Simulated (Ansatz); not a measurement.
## Si3N4, one structure, two calculations

Cell: a COD entry, whose atoms a relaxation with PBE at fixed cell left in place.

```cif
data_Si3N4
_symmetry_space_group_name_H-M 'I-43d'
_symmetry_Int_Tables_number 220
_cell_length_a 6.4747
_cell_length_b 6.4747
_cell_length_c 6.4747
_cell_angle_alpha 90.000
_cell_angle_beta 90.000
_cell_angle_gamma 90.000
loop_
_atom_site_label
_atom_site_type_symbol
_atom_site_symmetry_multiplicity
_atom_site_Wyckoff_symbol
_atom_site_fract_x
_atom_site_fract_y
_atom_site_fract_z
Si Si 12 b 0.3750 0.5000 0.7500
N N 16 c 0.2814 0.2814 0.2814
```

One atom of each set is listed; the run and its k-mesh use a cell of 14 atoms with edges of 5.61, 5.61, 5.61 Å.

First run. Computed with Ansatz: DFT, PBE, plane waves and PAW, scalar-relativistic, 420 eV cutoff, Γ-centred 6×6×6 k-points, Fermi–Dirac smearing 0.02 eV.

```json
{"site": "Si", "V_zz (10²¹ V/m²)": "-0.10", "η": "0.00"}
{"site": "N", "V_zz (10²¹ V/m²)": "-5.77", "η": "0.00"}
```

Second run. The same atoms and settings, except that the functional is r2SCAN and the cutoff is 500 eV.

(1) Given the first result, estimate the second.

Answers

(1) 

| site | V_zz | η | change of V_zz |
| --- | --- | --- | --- |
| Si | -0.10 | 0.00 | 0.00 |
| N | -5.92 | 0.00 | -0.15 |

The largest change of V_zz is on N, from -5.77 to -5.92. In per cent, |V_zz| changes by +3 on N (all sites that start above 0.5).
